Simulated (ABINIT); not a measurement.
## GaAs: band structure with AM05

**Measured values to compare with.**

From “Evidence of valence band perturbations in GaAsN/GaAs(001): A combined variable-angle spectroscopic ellipsometry and modulated photoreflectance investigation”, 2008, arxiv:0805.2212, for a bulk crystal of GaAs at 300 K: band gap 1.418 ± 0.005 eV (direct).

GaAs:

```
As Ga
1.0
     0.00000    2.82685    2.82685
     2.82685    0.00000    2.82685
     2.82685    2.82685    0.00000
As Ga
1 1
Direct
  0.75000 0.75000 0.75000
  0.00000 0.00000 0.00000
```

```yaml
Program: ABINIT 10.8.3 (patched build)
Task: band structure
Functional: AM05
Potentials_or_basis: JTH PAW PBE v2.0 sp
Cutoff: 463 eV
k_mesh: 8 × 8 × 8
Occupations: fermi-dirac, width 0.05 eV
Spin: no spin polarisation
Fine-grid_cutoff: 925.187 eV
Exchange_and_correlation_inside_the_PAW_spheres: full angular mesh (pawxcdev 0, this build's default; the released program takes 1)
```

```yaml
Pressure: 0.6 GPa
Band_gap_on_the_k_mesh: 0.52 eV, direct
Band_gap_along_the_path: 0.52 eV, direct
Valence_electrons_inside_the_program's_atomic_spheres: As 2.76; Ga 11.08
```

Levels at the corners of the path, in eV from the valence-band top:
```
point  band 6  band 7  band 8  band 9  band 10  band 11  band 12  band 13
    Γ  -12.73    0.00    0.00    0.00     0.52     3.74     3.74     3.74
    X  -10.22   -6.83   -2.68   -2.68     1.46     1.65    10.21    10.21
    W  -10.16   -6.64   -3.54   -3.35     4.63     4.73     5.43     6.08
    K  -10.25   -6.64   -3.87   -2.26     1.96     4.65     7.99     8.10
    Γ  -12.73    0.00    0.00    0.00     0.52     3.74     3.74     3.74
    L  -10.96   -6.65   -1.14   -1.14     0.99     4.65     4.65     7.80
    U  -10.25   -6.64   -3.87   -2.26     1.96     4.65     7.99     8.10
    W  -10.16   -6.64   -3.54   -3.35     4.63     4.73     5.43     6.08
    L  -10.96   -6.65   -1.14   -1.14     0.99     4.65     4.65     7.80
    K  -10.25   -6.64   -3.87   -2.26     1.96     4.65     7.99     8.10
```

It took 54 s on 1 thread of Arm Neoverse V1, with other jobs on the host, peak memory 0.13 GiB.

Against the measured gap of GaAs, 1.418 eV (direct; 300 K; “Evidence of valence band perturbations in GaAsN/GaAs(001): A combined variable-angle spectroscopic ellipsometry and modulated photoreflectance investigation”, 2008, arxiv:0805.2212), the calculated 0.52 eV is off by -0.90 eV. 3 values of this kind are on record (1.412 to 1.51 eV); this one was drawn at random among those near their median, those with a stated uncertainty first. Spin-orbit coupling on As, Ga is left out. The value is that of AM05, without temperature or zero-point motion. Semilocal functionals fall short of measured gaps as a rule.

Caveat: the PAW data sets were made with another functional, which shifts forces and pressure a little; this set keeps more shells in the core, which shifts pressures and gaps.
